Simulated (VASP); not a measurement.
From VASP inputs to Ansatz: LiCl (zincblende)

INCAR, step 1 (ground state)

```
PREC = Accurate
LASPH = .TRUE.
SIGMA = 0.01
EDIFF = 1E-7
LWAVE = .TRUE.
ISMEAR = 0
LCHARG = .FALSE.
NELM = 120
LREAL = .FALSE.
GGA = PE
ENCUT = 500
```

INCAR, step 2 (empty bands)

```
ALGO = Exact
ISMEAR = 0
LASPH = .TRUE.
LOPTICS = .TRUE.
LREAL = .FALSE.
SIGMA = 0.01
EDIFF = 1E-7
ENCUT = 500
LWAVE = .TRUE.
NELM = 1
GGA = PE
PREC = Accurate
LCHARG = .FALSE.
NBANDS = 307
ISTART = 1
```

INCAR, step 3 (GW)

```
ALGO = EVGW0
PRECFOCK = Fast
NBANDS = 307
SIGMA = 0.01
ENCUTGWSOFT = 220
LCHARG = .FALSE.
LWAVE = .FALSE.
NOMEGA = 64
ENCUTGW = 220
ISTART = 1
GGA = PE
ISMEAR = 0
LREAL = .FALSE.
NELMGW = 1
NELM = 120
LASPH = .TRUE.
ENCUT = 500
PREC = Accurate
NBANDSGW = 13
EDIFF = 1E-7
```

KPOINTS

```
KPOINTS created by Atomic Simulation Environment
0
Gamma
4 4 4
0 0 0
```

POSCAR

```
Li Cl
 1.0000000000000000
    -0.0000000000000000    2.7330425338988040    2.7330425338988040
     2.7330425338988040   -0.0000000000000000    2.7330425338988040
     2.7330425338988040    2.7330425338988040    0.0000000000000000
 Li  Cl
   1   1
Cartesian
  0.0000000000000000  0.0000000000000000  0.0000000000000000
  1.3665212669494020  1.3665212669494020  1.3665212669494020
```

VASP ran with the GW set of PAW datasets (10 valence electrons in the cell).

Question: Write an Ansatz input for this cell and level of theory.

Answer: 

```yaml
crystal:
  lattice:
    - [0.0, 2.7330425339, 2.7330425339]
    - [2.7330425339, 0.0, 2.7330425339]
    - [2.7330425339, 2.7330425339, 0.0]
  atoms:
    - { symbol: Li, position: [0.0, 0.0, 0.0] }
    - { symbol: Cl, position: [0.25, 0.25, 0.25] }
kpoints:
  mp_grid: { grid: [4, 4, 4] }
hamiltonian:
  xc: pbe
scf:
  occupations: { method: fixed }
gw:
  n_empty_bands: 302
  ecut_chi: 220
  qp_bands: [v2, c2]
  qp_kpoints: band_edges
  screening: { model: contour_deformation }
```

Other inputs would serve too.

```json
{"": "PBE gap on the mesh", "VASP": "6.05 eV", "Ansatz": "6.05 eV"}
{"": "G₀W₀ gap on the mesh", "VASP": "8.96 eV", "Ansatz": "8.93 eV"}
```

Each program uses its own PAW datasets. VASP's cell holds 10 valence electrons and Ansatz's 10. Both sum 302 empty bands with a screening cutoff of 220 eV, short of the basis and mesh limit, and the G₀W₀ gap is that of the linearised levels of the first step.
